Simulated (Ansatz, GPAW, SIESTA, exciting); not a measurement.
**One calculation of LiCl, 4 ways**

```xyz
2
Lattice="0.0000 2.5648 2.5648 2.5648 0.0000 2.5648 2.5648 2.5648 0.0000" Properties=species:S:1:pos:R:3 pbc="T T T"
Cl    2.5648    2.5648    2.5648
Li    0.0000    0.0000    0.0000
```

Alike in all runs: task band structure; functional BLYP; k mesh 9 × 9 × 9; occupations fermi-dirac, width 0.05 eV; no spin polarisation; no spin-orbit coupling. Pressure is positive in compression and, in plane waves, holds the error of the finite cutoff. Gaps are the smaller of the mesh's and the band path's.

| program and potentials | plane-wave cutoff (eV) | notes | band gap (eV) | pressure (GPa) |
| --- | --- | --- | --- | --- |
| SIESTA, files PseudoDojo sr-pbe-0.4.1-standard, DZP (energy shift 0.003 Ry; two zetas on semicore shells) | - | atomic basis; potentials made for PBE; 5 valence electrons an atom on average | 6.70 | 2.50 |
| Ansatz, all-electron LAPW, scalar-relativistic | - | - | 6.46 | 1.95 |
| exciting, all-electron LAPW+lo, shipped species files, valence relativity zora | - | - | ? | - |
| GPAW, PAW data sets generated for this functional | 800 | 4 valence electrons an atom on average | 6.47 | 1.74 |

Q: Estimate from the other rows what the run with exciting, all-electron LAPW+lo, shipped species files, valence relativity zora gave.

A: Band gap 6.48 eV. The other rows, which needn't bracket it: band gap 6.46 to 6.70; pressure 1.74 to 2.50.
